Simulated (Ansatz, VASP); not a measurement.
**SiC: VASP beside Ansatz**

POSCAR

```
SiC
1.0
    3.0753562392      0.0000000000      0.0000000000
   -1.5376781196      2.6633366288      0.0000000000
    0.0000000000      0.0000000000      5.2500324147
Si C
2 2
Direct
    0.3333333333      0.6666666667      0.0007538755
    0.6666666667      0.3333333333      0.5007538755
    0.3333333333      0.6666666667      0.3742461245
    0.6666666667      0.3333333333      0.8742461245
```

File INCAR.step1:

```
ALGO = Normal ; EDIFF = 1E-4
ENCUT = 520 ; GGA = PE
ISMEAR = 0 ; LASPH = T
LCHARG = F ; LREAL = F
LWAVE = T ; NBANDS = 16
NELM = 80 ; PREC = Accurate
SIGMA = 0.01
```

The input INCAR.step2:

```
ALGO = Normal ; EDIFF = 1E-6
ENCUT = 520 ; ISIF = 2
ISMEAR = 0 ; ISTART = 1
LASPH = T ; LCHARG = F
LMIXTAU = T ; LREAL = F
LWAVE = F ; METAGGA = R2SCAN
NBANDS = 16 ; NELM = 80
PREC = Accurate ; SIGMA = 0.01
```

File KPOINTS:

```
k-points
0
Gamma
  12 12 6
```

Input for Ansatz:

```yaml
crystal:
  lattice:
    - [3.0753562392, 0.0, 0.0]
    - [-1.5376781196, 2.6633366288, 0.0]
    - [0.0, 0.0, 5.2500324147]
  atoms:
    - { symbol: Si, position: [0.3333333333, 0.6666666667, 0.0007538755] }
    - { symbol: Si, position: [0.6666666667, 0.3333333333, 0.5007538755] }
    - { symbol: C, position: [0.3333333333, 0.6666666667, 0.3742461245] }
    - { symbol: C, position: [0.6666666667, 0.3333333333, 0.8742461245] }
kpoints:
  mp_grid: { grid: [12, 12, 6] }
  band_path:
    path:
      - [0.0, 0.0, 0.0]
      - [0.5, 0.0, 0.0]
      - [0.3333333333, 0.3333333333, 0.0]
      - [0.0, 0.0, 0.5]
      - [0.5, 0.0, 0.5]
      - [0.3333333333, 0.3333333333, 0.5]
    npoints: 1
hamiltonian:
  xc: r2scan
scf:
  occupations: { method: fixed }
  n_extra_bands: 5
output:
  forces: true
  stress: true
  eigenvalues: true
```

Change from the starting cell: uniaxial_z strain +4.0%.

Alike in both runs: task single point; functional r2SCAN; k mesh 12 × 12 × 6; no spin polarisation.

```csv
,VASP,Ansatz
version,VASP 6.6.1,Ansatz 0.2.0
potentials or method,"VASP PAW PBE potentials, release 64 (Si, C)","plane waves, PAW"
plane-wave cutoff (eV),520,500
occupations,"gaussian, width 0.01 eV",fixed
valence electrons in the cell,16,16
```

VASP gave:

- gap on the k mesh at the Fermi level (eV): 2.47
- pressure (GPa): -8.1
- largest component of the traceless stress (GPa): 12.95

Problem. What did Ansatz give for the same quantities?

Solution. gap on the k mesh at the Fermi level (eV): 2.47; pressure (GPa): -7.9; largest component of the traceless stress (GPa): 12.88.

Caveats: the PAW data sets were made with another functional, which shifts forces and pressure a little (VASP). A k mesh can miss the band edges.
